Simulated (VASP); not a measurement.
# HC60N3 (a cell with a defect) in VASP: settings compared

One crystal, HC60N3 (a cell with a defect), is run at these levels: PBE, LDA, r2SCAN; tasks: single point.

Everything below comes from runs of VASP 6.6.1. Logs are shortened: lines on timing, memory, paths and dates and some standing lists are left out, and cuts for length are marked.

## (1) Starting point

The cell holds a defect, 64 atoms: a = 7.140 Å, b = 7.140 Å, c = 7.140 Å, α = 90.00°, β = 90.00°, γ = 90.00°.

The cell was built by a generator and needn't be a form met in nature.

## (2) Single point, PBE

INCAR

```
SYSTEM = HC60N3
  ALGO = Normal
  EDIFF = 1E-6
  ENCUT = 520
  GGA = PE
  ISIF = 2
  ISMEAR = 0
  LASPH = .TRUE.
  LCHARG = .TRUE.
  LELF = .TRUE.
  LREAL = .FALSE.
  LVHAR = .TRUE.
  LWAVE = .FALSE.
  NBANDS = 166
  NELM = 100
  PREC = Accurate
  SIGMA = 0.03
```

KPOINTS

```
k-points
0
G
  2 2 2
  0 0 0
```

POSCAR

```
HC60N3
1.0
    7.1400000000      0.0000000000      0.0000000000
    0.0000000000      7.1400000000      0.0000000000
    0.0000000000      0.0000000000      7.1400000000
H C N
1 60 3
Direct
    0.5420180200      0.5717283900      0.5568732100
    0.6319130000      0.6319130000      0.6319130000
    0.5014860000      0.7507060000      0.7507060000
    0.7507060000      0.5014860000      0.7507060000
    0.7507060000      0.7507060000      0.5014860000
    0.4950870000      0.2505090000      0.7494590000
    0.4950870000      0.7494590000      0.2505090000
    0.2505090000      0.4950870000      0.7494590000
    0.7494590000      0.4950870000      0.2505090000
    0.2505090000      0.7494590000      0.4950870000
    0.7494590000      0.2505090000      0.4950870000
    0.6235760000      0.3759650000      0.8734240000
    0.6235760000      0.8734240000      0.3759650000
    0.3759650000      0.6235760000      0.8734240000
    0.8734240000      0.6235760000      0.3759650000
    0.3759650000      0.8734240000      0.6235760000
    0.8734240000      0.3759650000      0.6235760000
    0.5050870000      0.2510410000      0.2510410000
    0.2510410000      0.5050870000      0.2510410000
    0.2510410000      0.2510410000      0.5050870000
    0.1273950000      0.6227350000      0.6227350000
    0.6227350000      0.1273950000      0.6227350000
    0.6227350000      0.6227350000      0.1273950000
    0.9999620000      0.4999560000      0.4999560000
    0.4999560000      0.9999620000      0.4999560000
    0.4999560000      0.4999560000      0.9999620000
    0.1278200000      0.3773090000      0.3773090000
    0.3773090000      0.1278200000      0.3773090000
    0.3773090000      0.3773090000      0.1278200000
    0.6239330000      0.8758650000      0.8758650000
    0.8758650000      0.6239330000      0.8758650000
    0.8758650000      0.8758650000      0.6239330000
    0.0011195000      0.7494200000      0.7494200000
    0.7494200000      0.0011195000      0.7494200000
    0.7494200000      0.7494200000      0.0011195000
    0.1237350000      0.3750450000      0.8761320000
    0.1237350000      0.8761320000      0.3750450000
    0.3750450000      0.1237350000      0.8761320000
    0.8761320000      0.1237350000      0.3750450000
    0.3750450000      0.8761320000      0.1237350000
    0.8761320000      0.3750450000      0.1237350000
    0.9987500000      0.2495250000      0.7493430000
    0.9987500000      0.7493430000      0.2495250000
    0.2495250000      0.9987500000      0.7493430000
    0.7493430000      0.9987500000      0.2495250000
    0.2495250000      0.7493430000      0.9987500000
    0.7493430000      0.2495250000      0.9987500000
    0.1237820000      0.1237820000      0.6246850000
    0.1237820000      0.6246850000      0.1237820000
    0.6246850000      0.1237820000      0.1237820000
    0.0017403000      0.2503660000      0.2503660000
    0.2503660000      0.0017403000      0.2503660000
    0.2503660000      0.2503660000      0.0017403000
    0.1249420000      0.8743930000      0.8743930000
    0.8743930000      0.1249420000      0.8743930000
    0.8743930000      0.8743930000      0.1249420000
    0.9999680000      0.9999680000      0.4998950000
    0.9999680000      0.4998950000      0.9999680000
    0.4998950000      0.9999680000      0.9999680000
    0.1254050000      0.1254050000      0.1254050000
    0.9997840000      0.9997840000      0.9997840000
    0.6351560000      0.3648080000      0.3648080000
    0.3648080000      0.6351560000      0.3648080000
    0.3648080000      0.3648080000      0.6351560000
```

Potentials or basis: VASP PAW PBE potentials, release 64 (H, C, N).

On the command line:

```sh
cat potpaw_PBE.64/H/POTCAR potpaw_PBE.64/C/POTCAR potpaw_PBE.64/N/POTCAR > POTCAR
mpirun -np 1 vasp_std > vasp.out
```

OUTCAR:

```text
SYSTEM = HC60N3
   EDIFF = 1E-6
   ENCUT = 520
   GGA = PE
   ISIF = 2
   ISMEAR = 0
   LASPH = .TRUE.
   LREAL = .FALSE.
   NELM = 100
   PREC = Accurate

 ion  position               nearest neighbor table
   1  0.542  0.572  0.557-   2 0.94
   2  0.632  0.632  0.632-   1 0.94   3 1.52   4 1.52   5 1.52
   3  0.501  0.751  0.751-   2 1.52  30 1.54  16 1.55  14 1.55
   4  0.751  0.501  0.751-   2 1.52  31 1.54  17 1.55  12 1.55
   5  0.751  0.751  0.501-   2 1.52  32 1.54  15 1.55  13 1.55
   6  0.495  0.251  0.749-  64 1.48  38 1.54  22 1.56  12 1.56
   7  0.495  0.749  0.251-  63 1.48  40 1.54  23 1.56  13 1.56
[... 52 lines left out ...]
  60  0.125  0.125  0.125-  51 1.54  52 1.54  53 1.54  61 1.55
  61  1.000  1.000  1.000-  54 1.55  55 1.55  56 1.55  60 1.55
  62  0.635  0.365  0.365-  18 1.48  11 1.48   9 1.48
  63  0.365  0.635  0.365-  19 1.48  10 1.48   7 1.48
  64  0.365  0.365  0.635-  20 1.48   8 1.48   6 1.48

  LATTYP: Found a simple cubic cell.
 ALAT       =     7.1400000000

  Lattice vectors:

 A1 = (   7.1400000000,   0.0000000000,   0.0000000000)
 A2 = (   0.0000000000,   7.1400000000,   0.0000000000)
 A3 = (   0.0000000000,   0.0000000000,   7.1400000000)

Analysis of symmetry for initial positions (statically):
=====================================================================
 Subroutine PRICEL returns:
 Original cell was already a primitive cell.

 Routine SETGRP: Setting up the symmetry group for a
 simple cubic supercell.

 Subroutine GETGRP returns: Found  1 space group operations
 (whereof  1 operations were pure point group operations)
 out of a pool of 48 trial point group operations.

The static configuration has the point symmetry C_1 .

Analysis of symmetry for dynamics (positions and initial velocities):
=====================================================================
 Subroutine PRICEL returns:
 Original cell was already a primitive cell.

 Routine SETGRP: Setting up the symmetry group for a
 simple cubic supercell.

 Subroutine GETGRP returns: Found  1 space group operations
 (whereof  1 operations were pure point group operations)
 out of a pool of 48 trial point group operations.

The dynamic configuration has the point symmetry C_1 .

 Subroutine INISYM returns: Found  1 space group operations
 (whereof  1 operations are pure point group operations),
 and found     1 'primitive' translations

----------------------------------------------------------------------------------------

                                     Primitive cell
[... 206 lines left out ...]
   POTIM  = 0.5000    time-step for ionic-motion
   TEBEG  =    0.0;   TEEND  =   0.0 temperature during run
   PSTRESS=    0.0 pullay stress
   NELECT =     256.0000    total number of electrons
   NUPDOWN=      -1.0000    fix difference up-down
   EMIN   =  10.00;   EMAX   =-10.00  energy-range for DOS
   EFERMI =   0.00;   METHOD = LEGACY
   ISMEAR =     0;   SIGMA  =   0.03  broadening in eV -4-tet -1-fermi 0-gaus
   EFERMI_NEDOS =   21; number of points for ismear=-14 and -15
   IALGO  =     38    algorithm
   IMIX   =      4    mixing-type and parameters
     AMIX     =   0.40;   BMIX     =  1.00
     AMIX_MAG =   1.60;   BMIX_MAG =  1.00
  volume/ion in A,a.u.               =       5.69        38.38
  Fermi-wavevector in a.u.,A,eV,Ry     =   1.455872  2.751200 28.838420  2.119564
  Thomas-Fermi vector in A             =   2.572856
   LORBIT       =      0    0 simple, 1 ext, 2 COOP (PROOUT), +10 PAW based schemes
   GGA     = PE    functional components
   LHFCALC =     F    Hartree Fock is set to
   AEXX    =    0.0000 exact exchange contribution
   IVDW    =     0    specifies the selected vdW correction
   LEPSILON=     F    determine dielectric tensor
   LRPA    =     F    only Hartree local field effects (RPA)
 non-spin polarized calculation
 Gauss-broadening in eV      SIGMA  =   0.03
  energy-cutoff  :      520.00
  volume of cell :      363.99
 maximum number of plane-waves:      9808
 NGX is ok and might be reduce to    54
   NGX = 27   NGY = 27   NGZ = 27

 number of electron     256.0000002 magnetization

 Free energy of the ion-electron system (eV)
  ---------------------------------------------------
  ext. energy  EPLUGINS =         0.00000000
  ---------------------------------------------------
  free energy    TOTEN  =      -570.00236643 eV

  energy without entropy =     -570.00236643  energy(sigma->0) =     -570.00236643

 E-fermi :  10.0521     XC(G=0): -13.1660

 val. band max:        9.8760385465   @ k =   0.0000   0.0000   0.0000
 cond. band min:      13.5134382904   @ k =   0.0000   0.5000   0.0000
 fundamental gap:      3.6373997439
 Fermi energy:        10.0520673803

 k-point     1 :       0.0000    0.0000    0.0000
  band No.  band energies     occupation
      1     -12.2405      2.00000
      2     -10.5962      2.00000
      3     -10.5740      2.00000
      4     -10.1462      2.00000
      5      -9.7754      2.00000
      6      -9.7708      2.00000
[... 1133 lines left out ...]
    139      15.4529      0.00000
    140      15.4596      0.00000
 [bands above 140 left out]

------------------------ aborting loop because EDIFF is reached ----------------------------------------

  FORCE on cell =-STRESS in cart. coord.  units (eV):
  Direction    XX          YY          ZZ          XY          YZ          ZX
  --------------------------------------------------------------------------------------
  -------------------------------------------------------------------------------------
  Total        4.3291199      4.4195411      4.4084561      0.2991789      0.5522194      0.1414331
  in kB       19.0552900     19.4532928     19.4045006      1.3168820      2.4306792      0.6225398
  external PRESSURE =      19.3043611 kB  Pullay stress =       0.0000000 kB

 VOLUME and BASIS-vectors are now :
 -----------------------------------------------------------------------------
  energy-cutoff  :      520.00
  volume of cell :      363.99
      direct lattice vectors                 reciprocal lattice vectors
     7.140000000  0.000000000  0.000000000     0.140056022  0.000000000  0.000000000
     0.000000000  7.140000000  0.000000000     0.000000000  0.140056022  0.000000000
     0.000000000  0.000000000  7.140000000     0.000000000  0.000000000  0.140056022

 POSITION                                       TOTAL-FORCE (eV/Angst)
 -----------------------------------------------------------------------------------
      3.87001      4.08214      3.97607        -4.173495     -4.273604     -4.259697
      4.51186      4.51186      4.51186         4.142017      3.650491      3.868655
      3.58061      5.36004      5.36004         0.195026      0.458236      0.477134
      5.36004      3.58061      5.36004        -0.226870     -0.232345     -0.210120
      5.36004      5.36004      3.58061         0.094674      0.095108     -0.012546
      3.53492      1.78863      5.35114        -0.018307      0.031005     -0.036121
[... 56 lines left out ...]
      2.60473      4.53501      2.60473         0.023715      0.022235      0.030225
      2.60473      2.60473      4.53501         0.072541      0.080929      0.022939
 -----------------------------------------------------------------------------------
    total drift:                                0.000216      0.000143      0.000331

  FREE ENERGIE OF THE ION-ELECTRON SYSTEM (eV)
  ---------------------------------------------------
  free  energy   TOTEN  =      -570.0023664338 eV

  energy  without entropy=     -570.0023664338  energy(sigma->0) =     -570.00236643
```

It took 14 min on 1 thread of Intel Xeon Platinum 8488C (Sapphire Rapids), shared host; peak memory 0.58 GiB.

Results:

```
Free energy            : -570.0024 eV
Pressure               : 1.9 GPa
Largest force          : 7.337 eV/Å
Band gap on the k mesh : 3.64 eV, indirect (least direct gap 3.71 eV)
```

Forces in eV/Å, atoms in the order of the input:
```
H   -4.173 -4.274 -4.260
C    4.142  3.650  3.869
C    0.195  0.458  0.477
C   -0.227 -0.232 -0.210
C    0.095  0.095 -0.013
C   -0.018  0.031 -0.036
C   -0.011  0.000 -0.013
C   -0.002 -0.048 -0.005
C   -0.036 -0.046  0.036
C   -0.038  0.020 -0.031
C   -0.048  0.048 -0.034
C    0.005 -0.025  0.008
C    0.000 -0.001  0.002
C    0.011 -0.018 -0.013
C   -0.006 -0.010 -0.016
C    0.019 -0.006 -0.011
C    0.008 -0.033  0.001
C    0.020  0.040  0.043
C    0.017 -0.025  0.016
C    0.032  0.028  0.003
C    0.000 -0.003  0.003
C    0.008  0.005  0.004
C    0.007 -0.002  0.004
C    0.004  0.001 -0.001
C   -0.002  0.016 -0.002
C   -0.002  0.001  0.009
C   -0.001 -0.006 -0.001
C   -0.004  0.002 -0.007
C    0.000 -0.008  0.000
C   -0.063  0.032  0.039
C   -0.053  0.072 -0.059
C   -0.005 -0.018  0.004
C    0.008  0.009 -0.001
C   -0.010 -0.004 -0.001
C   -0.011  0.009  0.002
C   -0.003  0.007  0.005
C   -0.002  0.005  0.005
C    0.010 -0.002  0.007
C    0.007 -0.003  0.011
C    0.006  0.005 -0.001
C    0.005  0.009 -0.003
C    0.006  0.007  0.003
C    0.002  0.006  0.009
C    0.004 -0.003  0.007
C    0.003  0.002  0.001
C    0.008  0.010 -0.003
C    0.001  0.003  0.007
C   -0.003 -0.004 -0.004
C   -0.004  0.010 -0.005
C   -0.015  0.000 -0.001
C   -0.004 -0.001 -0.004
C   -0.002 -0.003  0.000
C   -0.004  0.000 -0.004
C    0.000  0.000  0.003
C   -0.001 -0.002 -0.003
C    0.002 -0.002 -0.001
C   -0.001 -0.006 -0.010
C   -0.014 -0.040 -0.016
C    0.017  0.008  0.011
C   -0.001 -0.002 -0.002
C    0.002  0.006  0.004
N    0.026  0.128  0.124
N    0.024  0.022  0.030
N    0.073  0.081  0.023
```

Caveat: the k mesh is coarse (spacing up to 0.44 Å⁻¹), so the values aren't converged. A hybrid or GW would open this gap; PBE tends to underestimate it.

[end of part 1 of 2]
